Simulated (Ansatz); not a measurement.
Nb, omega (AlB2-type): geometry optimisation

Theory: Ansatz, DFT, PBE, plane waves (420 eV) with PAW, scalar-relativistic.

k-point mesh 8×8×11, Fermi-Dirac smearing 0.1 eV, no spin polarisation. Cell and atoms relax.

Starting structure:

```yaml
crystal:
  lattice:
    - [4.665877109, 0.0, 0.0]
    - [-2.3329385545, 4.0407681073, 0.0]
    - [0.0, 0.0, 2.8601826678]
  atoms:
    - { symbol: Nb, position: [0.0, 0.0, 0.0] }
    - { symbol: Nb, position: [0.3333333333, 0.6666666667, 0.5] }
    - { symbol: Nb, position: [0.6666666667, 0.3333333333, 0.5] }
hamiltonian:
  xc: pbe
  pseudopotentials:
    kind: paw
    azcp:
      Nb: "pseudopotentials/Nb.paw.azcp"
basis:
  ecutwfc: 420
  fft_grid_basis: typed
kpoints:
  mp_grid: { grid: [8, 8, 11], shift: [0, 0, 0] }
magnetization:
  spin_polarized: false
scf:
  occupations: { method: fermi_dirac, width: 0.1 }
relax:
  max_steps: 60
  f_tol: 0.01
  cell: {}
```

The pressure at the start is 5.3 GPa. By how much does the volume change?

From 17.98 to 18.50 Å³ per atom, 2.9 %. The final cell has a = 4.883 Å, c = 2.688 Å (c/a = 0.550).

How much energy does the relaxation gain?

111.4 meV per atom.

Path of the relaxation (the plane waves are chosen anew near the end, which can shift the energy a little):

```csv
step,E − E(final) (meV/atom),V (Å³/atom),P (GPa),max force (eV/Å)
0,111.44,17.975,5.33,0.000
1,5.48,18.858,-3.12,0.000
2,0.56,18.512,-0.02,0.000
3,0.15,18.505,-0.05,0.000
4,0.15,18.500,0.00,0.000
5,0.00,18.500,0.00,0.000
```
